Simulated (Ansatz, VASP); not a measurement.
# Si2N in VASP and in Ansatz

```
Si N
1.0
     6.56748    0.00000    0.00000
     0.00000    6.56748    0.00000
     0.00000    0.00000    2.58866
Si N
4 2
Direct
  0.35388 0.35388 0.00000
  0.14612 0.85388 0.50000
  0.64612 0.64612 0.00000
  0.85388 0.14612 0.50000
  0.00000 0.00000 0.00000
  0.50000 0.50000 0.50000
```

Alike in both runs: functional PBE; k mesh 4 × 4 × 6; occupations gaussian, width 0.1 eV; no spin polarisation.

Ansatz relaxed the structure, and its values are those at the end. VASP's run is a single point on that final structure, the one shown.

|  | VASP | Ansatz |
| --- | --- | --- |
| version | VASP 6.6.1 | Ansatz 0.2.0 |
| potentials or method | VASP PAW PBE potentials, release 64 (Si, N) | scalar-relativistic, plane waves, PAW |
| plane-wave cutoff (eV) | 520 | 420 |
| valence electrons in the cell | 26 | 26 |

```csv
,VASP,Ansatz,Ansatz less VASP
gap on the k mesh at the Fermi level (eV),none,none,-
pressure (GPa),0.0,0.1,+0.07
rms of the force components (eV/Å),0.012,0.000,-0.0113
```

A gap of «none» marks a metal or a gap that the smearing closes. The functional is the same, so the differences come from potentials, cutoffs and numerics.

Caveats: the k mesh is coarse (spacing up to 0.40 Å⁻¹), so the values aren't converged.
